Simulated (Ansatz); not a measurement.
# InSb: the cost of one run

Method: DFT PBEsol, scalar-relativistic, plane waves, PAW, in Ansatz 0.2.0.

1 further run of the same task is left out (set aside as unsound or not needed).

## (1) The system as given

Symmetry: F-43m, No. 216, cubic system. The conventional cell has a = 6.520 Å, b = 6.520 Å, c = 6.520 Å, α = 90.00°, β = 90.00°, γ = 90.00°. In (site symmetry -43m) has 4 Sb at 2.82 Å as nearest neighbours. Around Sb (site symmetry -43m) lie 4 In at 2.82 Å.

As a file:

```cif
data_structure
_symmetry_space_group_name_H-M 'P 1'
_symmetry_Int_Tables_number 1
_cell_length_a 4.6102
_cell_length_b 4.6102
_cell_length_c 4.6102
_cell_angle_alpha 60.000
_cell_angle_beta 60.000
_cell_angle_gamma 60.000
_cell_volume 69.29
loop_
_atom_site_label
_atom_site_type_symbol
_atom_site_fract_x
_atom_site_fract_y
_atom_site_fract_z
_atom_site_occupancy
In1 In 0.00000 0.00000 0.00000 1
Sb1 Sb 0.75000 0.75000 0.75000 1
```

This cell was relaxed beforehand with the same method: volume 34.64 Å³/atom, gap on the mesh none (metal).

## (2) Relaxing at 50 GPa

At a set pressure the run lowers the enthalpy E + PV, so the energy alone may rise along the way.

The input, input.yaml:

```yaml
crystal:
  lattice:
    - [0.0, 3.2599290597, 3.2599290597]
    - [3.2599290597, 0.0, 3.2599290597]
    - [3.2599290597, 3.2599290597, 0.0]
  atoms:
    - { symbol: In, position: [0.0, 0.0, 0.0] }
    - { symbol: Sb, position: [0.75, 0.75, 0.75] }
basis:
  ecutwfc: 420
kpoints:
  mp_grid: { grid: [12, 12, 12] }
hamiltonian:
  xc: pbesol
scf:
  occupations: { method: fermi_dirac, width: 0.15 }
output:
  forces: true
  stress: true
  eigenvalues: true
relax:
  adjacent_minimum: "off"
  f_tol: 0.001
  max_steps: 60
  cell: { stress_tol: 0.02, p_target: 50.0 }
```

Command:

```
$ ansatz run input.yaml --threads 1 --pin off --max-ram 3072MiB --backend cpu --events-out ev --progress --plain --runs-dir out
```

What time and memory should one allow on 1 thread of Intel Xeon Platinum 8375C at 2.90GHz (Ice Lake), shared host?

About 1.7 min, with a peak of 0.5 GiB.
